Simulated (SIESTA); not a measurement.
Crystal: SnO.

```
Sn O
1.0
     3.81370    0.00000    0.00000
     0.00000    3.81370    0.00000
     0.00000    0.00000    4.88691
Sn O
2 2
Direct
  0.50000 0.00000 0.76463
  0.00000 0.50000 0.23537
  0.00000 0.00000 0.00000
  0.50000 0.50000 0.00000
```

The cell is a database's computed one.

* Program: SIESTA 5.4.2
* Task: single point
* Functional: PBEsol
* Potentials or basis: PseudoDojo 0.4 standard (PBEsol files)
* Basis: DZP (energy shift 0.003 Ry; two zetas on semicore shells)
* Grid cutoff: 800 Ry
* Energy shift: 0.003 Ry
* k mesh: 7 × 7 × 6
* Occupations: fermi-dirac, width 0.05 eV
* Spin: no spin polarisation

On this cell: pressure 2.5 GPa; largest force 0.641 eV/Å; band gap on the k mesh 0.36 eV, indirect (least direct gap 1.88 eV).

The same run follows on a disturbed copy (atoms moved at random, drawn with an rms of 0.05 Å):

```
Sn O
1.0
     3.81370    0.00000    0.00000
     0.00000    3.81370    0.00000
     0.00000    0.00000    4.88691
Sn O
2 2
Cartesian
  1.9419 -0.0165 3.7618
  0.0122 1.9097 1.0991
  0.0261 0.0131 -0.0093
  1.8823 1.8902 -0.0079
```

Task: What does the disturbed cell give?

Result: The energy moves by +23.0 meV/atom; pressure 5.3 GPa; largest force 1.492 eV/Å; band gap on the k mesh 0.57 eV, indirect (least direct gap 1.77 eV).

Forces on the atoms (eV/Å):
```
Sn  -0.118  0.047 -1.386
Sn  -0.154  0.012  1.484
O   -0.170 -0.193 -0.031
O    0.442  0.134 -0.067
```

Stress tensor (GPa, compression positive):
```
 5.39  0.04 -0.29
 0.04  5.24  0.05
-0.29  0.05  5.19
```

Caveats: spin-orbit coupling is left out, which moves the levels of the heavy elements; an odd mesh through Γ misses points on the zone boundary, where band edges often lie; the basis of atomic orbitals isn't converged, which shifts pressures, moduli and gaps.
